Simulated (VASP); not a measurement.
**From an Ansatz input to VASP: TiO₂ (distorted fluorite)**

Ansatz input

```yaml
crystal:
  lattice:
    - [-0.0515, 2.4916, 2.5078]
    - [2.3942, -0.0583, 2.5145]
    - [2.3137, 2.4178, 0.0223]
  atoms:
    - { symbol: Ti, position: [0.0254, 0.988, 0.9689] }
    - { symbol: O, position: [0.2278, 0.27, 0.2616] }
    - { symbol: O, position: [0.7425, 0.7637, 0.7494] }
kpoints:
  mp_grid: { grid: [8, 8, 8] }
hamiltonian:
  xc: lda
scf:
  occupations: { method: fermi_dirac, width: 0.02 }
  n_extra_bands: 4
output:
  forces: true
  stress: true
  eigenvalues: true
```

Q: Write VASP inputs for this cell and level of theory.

A: 

INCAR

```
LASPH = .TRUE.
EDIFF = 1E-7
NBANDS = 19
ISMEAR = -1
ENCUT = 520
NSW = 0
ISIF = 2
IBRION = -1
SIGMA = 0.02
LREAL = .FALSE.
LELF = .TRUE.
PREC = Accurate
LCHARG = .TRUE.
LWAVE = .FALSE.
NELM = 120
GGA = CA
```

KPOINTS

```
KPOINTS created by Atomic Simulation Environment
0
Gamma
8 8 8
0 0 0
```

POSCAR

```
Ti O
 1.0000000000000000
    -0.0515000000000000    2.4916000000000000    2.5078000000000000
     2.3942000000000001   -0.0583000000000000    2.5145000000000000
     2.3136999999999999    2.4178000000000002    0.0223000000000000
 Ti  O
   1   2
Cartesian
  4.6059054300000000  2.3482926600000003  2.5696305900000000
  1.2399662200000001  1.1843419600000000  1.2560255200000001
  3.5240985700000000  3.6173886100000003  3.7990767700000005
```

VASP ran with the recommended LDA PAW datasets (24 valence electrons in the cell). Other inputs would serve too.

```json
{"": "gap between bands v and c on the k mesh", "Ansatz": "0.80 eV", "VASP": "0.78 eV"}
{"": "least direct gap on the k mesh", "Ansatz": "1.53 eV", "VASP": "1.51 eV"}
{"": "pressure", "Ansatz": "-21.9 GPa", "VASP": "-20.8 GPa"}
{"": "largest force", "Ansatz": "0.54 eV/Å", "VASP": "0.53 eV/Å"}
```

Each program uses its own PAW datasets. VASP's cell holds 24 valence electrons and Ansatz's 24. LDA means the Perdew–Zunger form with relativistic exchange in VASP and the Perdew–Wang form in Ansatz. Ansatz's stress includes a Pulay correction; VASP's doesn't.
